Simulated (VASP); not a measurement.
# IrO2 (P4_2/mnm) in VASP: single point with PBE

Aim: the single point of IrO2 with PBE.

The COD entry that gives the cell may itself be a prediction, so a difference from it is no test against experiment.

Everything below comes from runs of VASP 6.6.1. Logs are shortened: lines on timing, memory, paths and dates and some standing lists are left out, and cuts for length are marked.

**1. The crystal as given**

Symmetry: P4_2/mnm, No. 136, tetragonal system. The conventional cell has a = 4.505 Å, b = 4.505 Å, c = 3.159 Å, α = 90.00°, β = 90.00°, γ = 90.00°. Around Ir (site symmetry mmm) lie 6 O at 1.96 to 2.00 Å. O (site symmetry m2m) is surrounded by 3 Ir at 1.96 to 2.00 Å.

**2. Single point, PBE, non-collinear spin, zero start, spin-orbit coupling**

Input file INCAR:

```
SYSTEM = IrO2
PREC = Accurate ; ENCUT = 520
EDIFF = 1E-6 ; ISMEAR = -1
SIGMA = 0.05 ; LREAL = .FALSE.
LASPH = .TRUE. ; NELM = 80
ALGO = Normal ; ISIF = 2
LWAVE = .FALSE. ; LCHARG = .FALSE.
MAGMOM = 0 0 0 0 0 0 0 0 0 0 0 0 0 0 0 0 0 0 ; LORBIT = 11
LSORBIT = .TRUE. ; GGA_COMPAT = .FALSE.
LMAXMIX = 4 ; GGA = PE
NBANDS = 58
```

Input file KPOINTS:

```
Automatic mesh
0
G
  10 10 14
  0 0 0
```

Input file POSCAR:

```
IrO2
1.0
    4.5051000000      0.0000000000      0.0000000000
    0.0000000000      4.5051000000      0.0000000000
    0.0000000000      0.0000000000      3.1586000000
Ir O
2 4
Direct
    0.0000000000      0.0000000000      0.0000000000
    0.5000000000      0.5000000000      0.5000000000
    0.3077000000      0.3077000000      0.0000000000
    0.1923000000      0.8077000000      0.5000000000
    0.6923000000      0.6923000000      0.0000000000
    0.8077000000      0.1923000000      0.5000000000
```

Potentials or basis: VASP PAW PBE potentials, release 64 (Ir, O).

Command:

```console
> cat potpaw_PBE.64/Ir/POTCAR potpaw_PBE.64/O/POTCAR > POTCAR
> mpirun -np 1 vasp_ncl > vasp.out
```

OUTCAR:

```text
SYSTEM = IrO2
   PREC = Accurate
   ENCUT = 520
   EDIFF = 1E-6
   ISMEAR = -1
   LREAL = .FALSE.
   LASPH = .TRUE.
   NELM = 80
   ISIF = 2
   LORBIT = 11
   LSORBIT = .TRUE.
   GGA = PE

 ion  position               nearest neighbor table
   1  0.000  0.000  0.000-   3 1.96   5 1.96   4 2.00   6 2.00   4 2.00   6 2.00
   2  0.500  0.500  0.500-   4 1.96   6 1.96   5 2.00   3 2.00   3 2.00   5 2.00
   3  0.308  0.308  0.000-   1 1.96   2 2.00   2 2.00
   4  0.192  0.808  0.500-   2 1.96   1 2.00   1 2.00
   5  0.692  0.692  0.000-   1 1.96   2 2.00   2 2.00
   6  0.808  0.192  0.500-   2 1.96   1 2.00   1 2.00

  LATTYP: Found a simple tetragonal cell.
 ALAT       =     4.5051000000
 C/A-ratio  =     0.7011165124

  Lattice vectors:

 A1 = (   4.5051000000,   0.0000000000,   0.0000000000)
 A2 = (   0.0000000000,   4.5051000000,   0.0000000000)
 A3 = (   0.0000000000,   0.0000000000,   3.1586000000)

Analysis of symmetry for initial positions (statically):
=====================================================================
 Subroutine PRICEL returns:
 Original cell was already a primitive cell.

 Routine SETGRP: Setting up the symmetry group for a
 simple tetragonal supercell.

 Subroutine GETGRP returns: Found 16 space group operations
 (whereof  8 operations were pure point group operations)
 out of a pool of 16 trial point group operations.

The static configuration has the point symmetry D_2h.
 The point group associated with its full space group is D_4h.

Analysis of symmetry for dynamics (positions and initial velocities):
=====================================================================
 Subroutine PRICEL returns:
 Original cell was already a primitive cell.

 Routine SETGRP: Setting up the symmetry group for a
 simple tetragonal supercell.

 Subroutine GETGRP returns: Found 16 space group operations
 (whereof  8 operations were pure point group operations)
 out of a pool of 16 trial point group operations.

The dynamic configuration has the point symmetry D_2h.
 The point group associated with its full space group is D_4h.

Analysis of structural, dynamic, and magnetic symmetry:
=====================================================================
 Subroutine PRICEL returns:
 Original cell was already a primitive cell.

 Routine SETGRP: Setting up the symmetry group for a
 simple tetragonal supercell.

 Subroutine GETGRP returns: Found 16 space group operations
 (whereof  8 operations were pure point group operations)
 out of a pool of 16 trial point group operations.

The overall configuration has the point symmetry D_2h.
 The point group associated with its full space group is D_4h.

 Subroutine INISYM returns: Found 16 space group operations
 (whereof  8 operations are pure point group operations),
 and found     1 'primitive' translations

----------------------------------------------------------------------------------------

                                     Primitive cell

  volume of cell :      64.1067

  direct lattice vectors                    reciprocal lattice vectors
     4.505100000  0.000000000  0.000000000     0.221970655  0.000000000  0.000000000
     0.000000000  4.505100000  0.000000000     0.000000000  0.221970655  0.000000000
     0.000000000  0.000000000  3.158600000     0.000000000  0.000000000  0.316595960

  length of vectors
     4.505100000  4.505100000  3.158600000     0.221970655  0.221970655  0.316595960

  position of ions in fractional coordinates (direct lattice)
     0.000000000  0.000000000  0.000000000
     0.500000000  0.500000000  0.500000000
     0.307700000  0.307700000  0.000000000
     0.192300000  0.807700000  0.500000000
     0.692300000  0.692300000  0.000000000
     0.807700000  0.192300000  0.500000000

  ion indices of the primitive-cell ions
   primitive index   ion index
                 1           1
                 2           2
                 3           3
                 4           4
[... 106 lines left out ...]
  volume of cell :       64.11
 maximum number of plane-waves:      3512
 NGX is ok and might be reduce to    36
   NGX = 17   NGY = 17   NGZ = 11

 number of electron      41.9999995 magnetization       0.0000000      0.0000000      0.0000000

 number of electron      41.9999995 magnetization      -0.0000000     -0.0000000     -0.0000000

 number of electron      41.9999995 magnetization       0.0000000      0.0000000     -0.0000000

 number of electron      41.9999995 magnetization      -0.0000000     -0.0000000      0.0000000

 Free energy of the ion-electron system (eV)
  ---------------------------------------------------
  ext. energy  EPLUGINS =         0.00000000
  ---------------------------------------------------
  free energy    TOTEN  =       -43.22744328 eV

  energy without entropy =      -43.20479406  energy(sigma->0) =      -43.21611867

 E-fermi :   6.2231     XC(G=0): -11.9971

 val. band max:        6.2161150931   @ k =   0.4000   0.1000   0.3571
 cond. band min:       6.2240188406   @ k =   0.5000   0.3000   0.3571
 fundamental gap:      0.0079037475
 Fermi energy:         6.2231432199

 k-point     1 :       0.0000    0.0000    0.0000
  band No.  band energies     occupation
      1     -15.0035      1.00000
      2     -15.0035      1.00000
      3     -13.7991      1.00000
      4     -13.7991      1.00000
      5     -12.8232      1.00000
      6     -12.8232      1.00000
[... 1357 lines left out ...]
     53      11.5694      0.00000
     54      11.5694      0.00000

 [... further k-points ...]

 [bands above 54 left out]

------------------------ aborting loop because EDIFF is reached ----------------------------------------

  FORCE on cell =-STRESS in cart. coord.  units (eV):
  Direction    XX          YY          ZZ          XY          YZ          ZX
  --------------------------------------------------------------------------------------
  -------------------------------------------------------------------------------------
  Total        3.3580851      3.3580851      4.1616008      0.0000000      0.0000000      0.0000000
  in kB       83.9264350     83.9264350    104.0081812      0.0000000      0.0000000      0.0000000
  external PRESSURE =      90.6203504 kB  Pullay stress =       0.0000000 kB

 VOLUME and BASIS-vectors are now :
 -----------------------------------------------------------------------------
  energy-cutoff  :      520.00
  volume of cell :       64.11
      direct lattice vectors                 reciprocal lattice vectors
     4.505100000  0.000000000  0.000000000     0.221970655  0.000000000  0.000000000
     0.000000000  4.505100000  0.000000000     0.000000000  0.221970655  0.000000000
     0.000000000  0.000000000  3.158600000     0.000000000  0.000000000  0.316595960

 POSITION                                       TOTAL-FORCE (eV/Angst)
 -----------------------------------------------------------------------------------
      0.00000      0.00000      0.00000         0.000000      0.000000     -0.000000
      2.25255      2.25255      1.57930         0.000000      0.000000     -0.000000
      1.38622      1.38622      0.00000         0.039758      0.039758      0.000000
      0.86633      3.63877      1.57930        -0.039758      0.039758     -0.000000
      3.11888      3.11888      0.00000        -0.039758     -0.039758     -0.000000
      3.63877      0.86633      1.57930         0.039758     -0.039758      0.000000
 -----------------------------------------------------------------------------------
    total drift:                                0.000000     -0.000000     -0.000000

  FREE ENERGIE OF THE ION-ELECTRON SYSTEM (eV)
  ---------------------------------------------------
  free  energy   TOTEN  =       -43.2274432844 eV

  energy  without entropy=      -43.2047940618  energy(sigma->0) =      -43.21611867

 Spin-Orbit-Coupling matrix elements

 Ion:    1  E_soc:     -0.9869606
 l=   1
     0.0000000    -0.0299989    -0.0286141
    -0.0299989     0.0000000    -0.0299989
    -0.0286141    -0.0299989     0.0000000
 l=   2
     0.0000000    -0.0272978     0.0000000    -0.0272978    -0.1022916
    -0.0272978     0.0000000    -0.0778585    -0.0247872    -0.0337384
     0.0000000    -0.0778585     0.0000000    -0.0778585     0.0000000
    -0.0272978    -0.0247872    -0.0778585     0.0000000    -0.0337384
    -0.1022916    -0.0337384     0.0000000    -0.0337384     0.0000000
 l=   3
     0.0000000     0.0000000     0.0000000     0.0000000     0.0000000     0.0000000     0.0000000
     0.0000000     0.0000000     0.0000000     0.0000000     0.0000000     0.0000000     0.0000000
     0.0000000     0.0000000     0.0000000     0.0000000     0.0000000     0.0000000     0.0000000
     0.0000000     0.0000000     0.0000000     0.0000000     0.0000000     0.0000000     0.0000000
[... 89 lines left out ...]
 l=   2
     0.0000000     0.0000000     0.0000000     0.0000000     0.0000000
     0.0000000     0.0000000     0.0000000     0.0000000     0.0000000
     0.0000000     0.0000000     0.0000000     0.0000000     0.0000000
     0.0000000     0.0000000     0.0000000     0.0000000     0.0000000
     0.0000000     0.0000000     0.0000000     0.0000000     0.0000000
 l=   3
     0.0000000     0.0000000     0.0000000     0.0000000     0.0000000     0.0000000     0.0000000
     0.0000000     0.0000000     0.0000000     0.0000000     0.0000000     0.0000000     0.0000000
     0.0000000     0.0000000     0.0000000     0.0000000     0.0000000     0.0000000     0.0000000
     0.0000000     0.0000000     0.0000000     0.0000000     0.0000000     0.0000000     0.0000000
     0.0000000     0.0000000     0.0000000     0.0000000     0.0000000     0.0000000     0.0000000
     0.0000000     0.0000000     0.0000000     0.0000000     0.0000000     0.0000000     0.0000000
     0.0000000     0.0000000     0.0000000     0.0000000     0.0000000     0.0000000     0.0000000

 total charge

# of ion       s       p       d       tot
------------------------------------------
    1        0.626   0.842   6.862   8.330
    2        0.626   0.842   6.862   8.330
    3        1.554   3.462   0.000   5.016
    4        1.554   3.462   0.000   5.016
    5        1.554   3.462   0.000   5.016
    6        1.554   3.462   0.000   5.016
--------------------------------------------------
tot          7.470  15.531  13.724  36.726

 magnetization (x)

# of ion       s       p       d       tot
------------------------------------------
    1        0.000   0.000   0.000   0.000
    2        0.000   0.000   0.000   0.000
    3        0.000   0.000   0.000   0.000
    4        0.000   0.000   0.000   0.000
    5        0.000   0.000   0.000   0.000
    6        0.000   0.000   0.000   0.000
--------------------------------------------------
tot          0.000   0.000   0.000   0.000

 magnetization (y)

# of ion       s       p       d       tot
------------------------------------------
    1        0.000   0.000   0.000   0.000
    2        0.000   0.000   0.000   0.000
    3        0.000   0.000   0.000   0.000
    4        0.000   0.000   0.000   0.000
    5        0.000   0.000   0.000   0.000
    6        0.000   0.000   0.000   0.000
--------------------------------------------------
tot          0.000   0.000   0.000   0.000

 magnetization (z)

# of ion       s       p       d       tot
------------------------------------------
    1       -0.000  -0.000   0.000  -0.000
    2       -0.000  -0.000  -0.000  -0.000
    3        0.000   0.000   0.000   0.000
    4        0.000   0.000   0.000   0.000
    5        0.000   0.000   0.000   0.000
    6        0.000   0.000   0.000   0.000
--------------------------------------------------
tot         -0.000  -0.000  -0.000  -0.000
```

Run time: 8.9 min. Hardware: 1 thread of Intel Xeon 6975P-C (Granite Rapids), shared host; peak memory 0.88 GiB.

What came out:

| Item | Value |
| --- | --- |
| Free energy | -43.2274 eV |
| Pressure | 9.1 GPa |
| Largest force | 0.056 eV/Å |
| Net moment | 0.00 μB per cell |
| Valence electrons inside the program's atomic spheres | Ir 8.33; O 5.02 |

Forces in eV/Å, atoms in the order of the input:
```
Ir   0.000  0.000  0.000
Ir   0.000  0.000  0.000
O    0.040  0.040  0.000
O   -0.040  0.040  0.000
O   -0.040 -0.040  0.000
O    0.040 -0.040  0.000
```

Stress tensor (GPa, compression positive):
```
 8.39  0.00  0.00
 0.00  8.39  0.00
 0.00  0.00 10.40
```

Moments on the atoms (μB; x, y, z):
```
Ir  0.00 0.00 0.00
Ir  0.00 0.00 0.00
O   0.00 0.00 0.00
O   0.00 0.00 0.00
O   0.00 0.00 0.00
O   0.00 0.00 0.00
```
